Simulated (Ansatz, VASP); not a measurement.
One calculation of Fe, two programs

Contents of INCAR:

```
SYSTEM = Fe
ALGO = Normal
EDIFF = 1E-6
ENCUT = 520
ISIF = 2
ISMEAR = 1
ISPIN = 2
LASPH = .True.
LCHARG = .False.
LMAXMIX = 4
LORBIT = 11
LREAL = .False.
LWAVE = .False.
MAGMOM = 1.988
NBANDS = 14
NELM = 150
PREC = Accurate
SIGMA = 0.03
```

KPOINTS

```
k-points
0
Gamma
  16 16 16
  0 0 0
```

File POSCAR:

```
Fe
1.0
   -1.3745984210      1.3745984210      1.3745984210
    1.3745984210     -1.3745984210      1.3745984210
    1.3745984210      1.3745984210     -1.3745984210
Fe
1
Direct
    0.0000000000      0.0000000000      0.0000000000
```

Input for Ansatz:

```yaml
crystal:
  lattice:
    - [-1.374598421, 1.374598421, 1.374598421]
    - [1.374598421, -1.374598421, 1.374598421]
    - [1.374598421, 1.374598421, -1.374598421]
  atoms:
    - { symbol: Fe, position: [0.0, 0.0, 0.0], spin: 1.988 }
hamiltonian:
  xc: lda
  pseudopotentials:
    kind: paw
    azcp:
      Fe: "pseudopotentials/Fe.paw.azcp"
basis:
  ecutwfc: 420
  fft_grid_basis: typed
kpoints:
  mp_grid: { grid: [16, 16, 16], shift: [0, 0, 0] }
magnetization:
  spin_polarized: true
scf:
  occupations: { method: cold, width: 0.03 }
  lower_state_search: "off"
output:
  stress: true
```

Alike in both runs: task single point; functional LDA; k mesh 16 × 16 × 16; collinear spin.

```csv
,VASP,Ansatz
version,VASP 6.6.1,Ansatz 0.2.0
potentials or method,"VASP PAW LDA potentials, release 64 (Fe)","plane waves (420 eV) with PAW, scalar-relativistic"
plane-wave cutoff (eV),520,420
occupations,"methfessel-paxton of order 1, width 0.03 eV","cold, width 0.03 eV"
valence electrons in the cell,8,16
```

VASP gave:

```
pressure (GPa)                                                : -0.9
net moment per atom (μB)                                      : 1.94
size of the moment on the site where the two differ most (μB) : 1.91
```

Task: Estimate Ansatz's values.

Result: Pressure (GPa): -0.2; net moment per atom (μB): 1.96; size of the moment on the site where the two differ most (μB): 1.96.

Site moments also hang on the region over which each program counts them. The two sets of potentials don't hold the same shells in valence. Ansatz warned: «pseudo_functional_mismatch».
